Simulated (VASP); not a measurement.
Here is a VASP 6.6.1 calculation.

POSCAR

```
BAs
1.0
    0.0000000000      2.3885000000      2.3885000000
    2.3885000000      0.0000000000      2.3885000000
    2.3885000000      2.3885000000      0.0000000000
B As
1 1
Direct
    0.0000000000      0.0000000000      0.0000000000
    0.2500000000      0.2500000000      0.2500000000
```

The input INCAR.step1:

```
ALGO = Normal
EDIFF = 1E-5
ENCUT = 520
GGA = PE
ISMEAR = 0
KPAR = 4
LASPH = True
LCHARG = False
LREAL = False
LWAVE = True
NELM = 60
PREC = Accurate
SIGMA = 0.02
```

The input INCAR.step2:

```
ALGO = Normal
EDIFF = 1E-7
EDIFFG = -0.01
ENCUT = 520
GGA = PE
HFSCREEN = 0.2
IBRION = 2
ISIF = 3
ISMEAR = 0
ISTART = 1
KPAR = 4
LASPH = True
LCHARG = False
LHFCALC = True
LREAL = False
LWAVE = False
NELM = 60
NSW = 80
PREC = Accurate
PRECFOCK = Fast
SIGMA = 0.02
```

Contents of KPOINTS:

```
k-points
0
Gamma
  6 6 6
```

Potentials or basis: VASP PAW PBE potentials, release 64 (B, As).

Launch:

```bash
$ cat potpaw_PBE.64/B/POTCAR potpaw_PBE.64/As/POTCAR > POTCAR
$ cp INCAR.step1 INCAR
$ mpirun -np 4 vasp_std > vasp.out
$ cp INCAR.step2 INCAR
$ mpirun -np 4 vasp_std > vasp.out
```

(1) Predict the relaxed cell.

(2) What does it give for the space group after relaxing (to 0.05 Å)?

(3) Estimate the band gap on the k mesh.

Results:

(1) a = 3.373 Å, b = 3.373 Å, c = 3.373 Å, α = 60.00°, β = 60.00°, γ = 60.00°.

(2) F-43m (No. 216).

(3) 1.96 eV, indirect (least direct gap 4.14 eV).
